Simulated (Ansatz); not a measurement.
# BaS (Fm-3m) in Ansatz: a series of runs

Aim: see how the results for BaS move with the level of theory and the settings. Levels: LDA, PBE. Tasks: band structure, single point.

Program: Ansatz 0.2.0. These are calculated values, not measurements. Logs are shortened: lines on timing, memory, paths and dates and some standing lists are left out, and cuts for length are marked.

**What was measured.**

A printed reference work, monograph, original work of 1988 reports, for a bulk crystal of BaS at 2 K: band gap 3.806 eV (indirect).

The results are compared with them further down.

## 1. Starting point

The structure is cubic, space group Fm-3m (No. 225). The conventional cell has a = 6.388 Å, b = 6.388 Å, c = 6.388 Å, α = 90.00°, β = 90.00°, γ = 90.00°. Ba (site symmetry m-3m) has 6 S at 3.19 Å as nearest neighbours. S (site symmetry m-3m) has 6 Ba at 3.19 Å as nearest neighbours.

## 2. Band structure, LDA

The input, input.yaml:

```yaml
crystal:
  lattice:
    - [0.0, 3.19375, 3.19375]
    - [3.19375, 0.0, 3.19375]
    - [3.19375, 3.19375, 0.0]
  atoms:
    - { symbol: Ba, position: [0.0, 0.0, 0.0] }
    - { symbol: S, position: [0.5, 0.5, 0.5] }
kpoints:
  mp_grid: { grid: [7, 7, 7] }
  band_path:
    path:
      - [0.0, 0.0, 0.0]
      - [0.5, 0.0, 0.5]
      - [0.5, 0.25, 0.75]
      - [0.375, 0.375, 0.75]
      - [0.0, 0.0, 0.0]
      - [0.5, 0.5, 0.5]
      - [0.625, 0.25, 0.625]
      - [0.5, 0.25, 0.75]
    npoints: 10
scf:
  occupations: { method: fermi_dirac, width: 0.05 }
hamiltonian:
  xc: lda
  pseudopotentials: { kind: all_electron, lapw: { basis_error: 0.001 } }
output:
  forces: true
  stress: true
  eigenvalues: true
```

Potentials or basis: all-electron LAPW, scalar-relativistic.

On the command line:

```console
> ansatz run input.yaml --threads 1 --pin off --max-ram 3072MiB --backend cpu --events-out ev --progress --plain --runs-dir out
```

What it wrote:

```text
Warning: RAYON_NUM_THREADS=1 ignored (pool sized by the plan → 1); use --threads N
LAPW: plane waves up to 5.979 Å⁻¹, error target 1.0e-3 eV per atom; small_component_spin mean_spin; S in spheres of 1.519 Å, 14 of its electrons in bands, Dirac shells []; Ba in spheres of 1.675 Å, 28 of its electrons in bands, Dirac shells [] (how accurate: hamiltonian.pseudopotentials.lapw.basis_error, Limitations)
Engine: ansatz 0.2.0, aarch64-unknown-linux-gnu
Pseudopotentials: kind: all_electron
Pseudopotential: Ba, LAPW, valence charge 28, lapw/all_electron/scalar/gaussian/Ba, Koelling and Harmon's equation, gaussian nucleus
Pseudopotential: S, LAPW, valence charge 14, lapw/all_electron/scalar/gaussian/S, Koelling and Harmon's equation, gaussian nucleus
Functional definition: SPW92
  exchange = slater_x
  correlation = pw_c
Crystal: 2 atoms, lattice volume = 65.153 Å³
Basis set: ecut = 136.21178080496762 eV, 259 PW (Γ), exchange–correlation at level 2
Bands: 26, of which v1, the nominal top of the filled ones, is band 21 counted from 1 (20 counted from 0)
Symmetry: 48 space group operations
Space group: Fm-3m (ITA 225), of the structure as read, at distance tolerance 4.0e-5 Å
k-points: 20 of 343
Non-local potential: Ba, projectors of the file, none
Non-local potential: S, projectors of the file, none
Initial density: superposition of atomic densities (chi_scale 0.1, normalization cell, long waves kept (reshape's long-wave potential 0.00 eV rms))
Initial wavefunctions: plane waves of lowest kinetic energy (no species holds an atomic orbital)
Functional: x = slater, c = lda
iter 1 solved again at ethr=2.72e-3 eV; its pass at ethr=1.00e-1 eV (dr2=1.14e0 eV) is discarded
SCF iter   1: F=—  HF=-232037.533776 eV  |F-HF|=—  |Δ(HF+E_count)|=         —  Δρ=2.71e-2  dr2=1.14e0  ethr=2.72e-3  ⟨swp⟩=2.0  Hψ=3344  notcnv=0
preconditioner: auto → none  [insulator: Δε(μ)=3.122 eV  Ē_g=12.531 eV  σ=0.050 eV  W_gap=1.00  n_scr=14 (ndim 8)  ℏωp=17.2 eV  f_vac=0.000  D(μ)=0.00/eV (n_scr^D=0)  ε∞_Penn≈2.9]
iter 2 solved again at ethr=8.28e-5 eV; its pass at ethr=2.72e-3 eV (dr2=3.48e-2 eV) is discarded
SCF iter   2: F=—  HF=-232037.124854 eV  |F-HF|=—  |Δ(HF+E_count)|=   4.09e-1  Δρ=6.03e-3  dr2=3.49e-2  ethr=8.28e-5  ⟨swp⟩=2.0  Hψ=2933  notcnv=0
SCF iter   3: F=—  HF=-232037.049999 eV  |F-HF|=—  |Δ(HF+E_count)|=   7.49e-2  Δρ=4.68e-3  dr2=3.12e-2  ethr=8.28e-5  ⟨swp⟩=3.0  Hψ=1857  notcnv=0
SCF iter   4: F=—  HF=-232037.047147 eV  |F-HF|=—  |Δ(HF+E_count)|=         —  Δρ=6.43e-4  dr2=5.02e-4  ethr=7.43e-5  ⟨swp⟩=2.0  Hψ=1661  notcnv=0
the basis was enlarged: its passes take 136.4 KiB over the memory plan, 1 of 1 planned eigensolver slots
SCF iter   5: F=—  HF=-232037.047146 eV  |F-HF|=—  |Δ(HF+E_count)|=   1.15e-6  Δρ=9.43e-5  dr2=8.72e-6  ethr=1.20e-6  ⟨swp⟩=2.0  Hψ=1700  notcnv=0
SCF iter   6: F=—  HF=-232037.047148 eV  |F-HF|=—  |Δ(HF+E_count)|=   2.15e-6  Δρ=1.73e-5  dr2=3.30e-7  ethr=2.08e-8  ⟨swp⟩=2.8  Hψ=1727  notcnv=0
SCF iter   7: F=-232037.047149 eV  HF=-232037.047149 eV  |F-HF|=3.11e-9  |Δ(HF+E_count)|=   1.45e-7  Δρ=2.18e-6  dr2=2.77e-9  ethr=7.85e-10  ⟨swp⟩=2.2  Hψ=1704  notcnv=0
SCF 1 converged in 7 iterations: F = -232037.047149 eV  dr2 = 2.77e-9
NSCF: frozen V_eff on 71 k-points
SCF converged after 7 iterations
Free energy (F): -232037.047149 eV
Harris-Foulkes:  -232037.047149 eV  (|F-HF|=3.11e-9)
Internal energy: -232037.047149 eV  (E = F + TS)
E sigma→0 (E₀):  -232037.047149 eV
Fermi energy:    8.616343 eV
--- Per-component energies (eV) ---
  E_band       = -3437.142327
  E_kinetic    = 246505.432389
  E_xc         = -5887.720988
  E_electrostatic = -472654.758549  (all electrons and nuclei)
  E_smearing   = -0.000000  (= −TS)
  E_closure    = 0.000000  (closes the sum)
  E_atoms      = -232025.816391  (free atoms, spherical and without spin; not in F)
  Σ components = -232037.047149   (vs F -232037.047149, Δ=0.00e0)
  Basis errors (estimates in eV, not in F): energy 3.9e-4 per atom: plane waves 3.6e-4 (2.1e-4 summed), levels above the bands 2.8e-35, relativity 2.7e-9, radial functions 2.3e-5, core shells 3.7e-11; eigenvalues (radial functions only) 1.6e-5; not estimated: angular momenta, meshes, grids; target (lapw.basis_error) 1.0e-3; muffin-tin radii S 1.519 Å, Ba 1.675 Å
--- Forces (eV/Å), atoms counted from 1 ---
  atom   1  Ba    -0.00000000     0.00000000    -0.00000000
  atom   2  S      0.00000000     0.00000000    -0.00000000
  max |Σ_I F_I| component: 3.12e-31 eV/Å
--- Stress (GPa, compression-positive) ---
       -2.470786      -0.000000       0.000000
       -0.000000      -2.470786      -0.000000
        0.000000      -0.000000      -2.470786
  P = ⅓ Tr σ = -2.4708 GPa (-24.708 kbar)
--- Band table (eV; the first three rows and the last of 20) ---
  k-point 0: bands = ["-227.4892", "-194.5487", "-164.8717", "-164.8717", "-164.8717", "-140.2428", "-140.2428", "-140.2428", "-74.0071", "-74.0071", "-74.0071", "-73.9993", "-73.9993", "-18.3891", "-3.3910", "-3.3910", "-3.3910", "-2.6852", "7.5782", "7.5782", "7.5782", "10.9616", "11.3862", "11.3862", "11.3862", "12.3688"]
  k-point 1: bands = ["-227.4892", "-194.5487", "-164.8717", "-164.8717", "-164.8717", "-140.2428", "-140.2428", "-140.2428", "-74.0071", "-74.0071", "-74.0071", "-73.9993", "-73.9993", "-18.3805", "-3.7809", "-3.3987", "-3.3987", "-2.2792", "7.0590", "7.3276", "7.3276", "11.3386", "11.6761", "11.6761", "11.7532", "12.9229"]
  k-point 2: bands = ["-227.4892", "-194.5487", "-164.8717", "-164.8717", "-164.8717", "-140.2428", "-140.2428", "-140.2428", "-74.0071", "-74.0071", "-74.0071", "-73.9993", "-73.9993", "-18.3612", "-4.2610", "-3.4160", "-3.4160", "-1.7604", "6.2280", "6.8756", "6.8756", "11.6402", "12.4794", "12.4794", "13.1352", "14.2528"]
  k-point 19: bands = ["-227.4892", "-194.5487", "-164.8717", "-164.8717", "-164.8717", "-140.2428", "-140.2428", "-140.2428", "-74.0071", "-74.0071", "-74.0071", "-73.9993", "-73.9993", "-18.3304", "-4.0577", "-3.7698", "-3.6167", "-1.9868", "6.4615", "7.0332", "7.1066", "11.3676", "12.2529", "13.9492", "14.5347", "14.7388"]
```

It took 7.7 s on 1 thread of Arm Neoverse V2, shared host; peak memory 0.24 GiB.

Results:

```
Free energy             : -232037.0471 eV
Pressure                : -2.5 GPa
Band gap on the k mesh  : 2.07 eV, indirect (least direct gap 2.19 eV)
Band gap along the path : 2.01 eV, indirect (least direct gap 2.12 eV)
```

Levels at the corners of the path, in eV from the valence-band top:
| point | band 18 | band 19 | band 20 | band 21 | band 22 | band 23 | band 24 | band 25 |
| --- | --- | --- | --- | --- | --- | --- | --- | --- |
| Γ | -10.26 | 0.00 | 0.00 | 0.00 | 3.38 | 3.81 | 3.81 | 3.81 |
| X | -10.17 | -0.47 | -0.11 | -0.11 | 2.01 | 5.92 | 5.96 | 7.53 |
| W | -9.60 | -1.09 | -0.45 | -0.45 | 4.13 | 4.13 | 6.26 | 6.78 |
| K | -9.65 | -0.93 | -0.57 | -0.49 | 3.17 | 5.76 | 6.56 | 6.63 |
| Γ | -10.26 | 0.00 | 0.00 | 0.00 | 3.38 | 3.81 | 3.81 | 3.81 |
| L | -8.99 | -1.94 | -1.04 | -1.04 | 5.33 | 5.49 | 6.29 | 6.29 |
| U | -9.65 | -0.93 | -0.57 | -0.49 | 3.17 | 5.76 | 6.56 | 6.63 |
| W | -9.60 | -1.09 | -0.45 | -0.45 | 4.13 | 4.13 | 6.26 | 6.78 |

Caveat: spin-orbit coupling is left out, which moves the levels of the heavy elements.

(Part 1 of 2 ends here.)
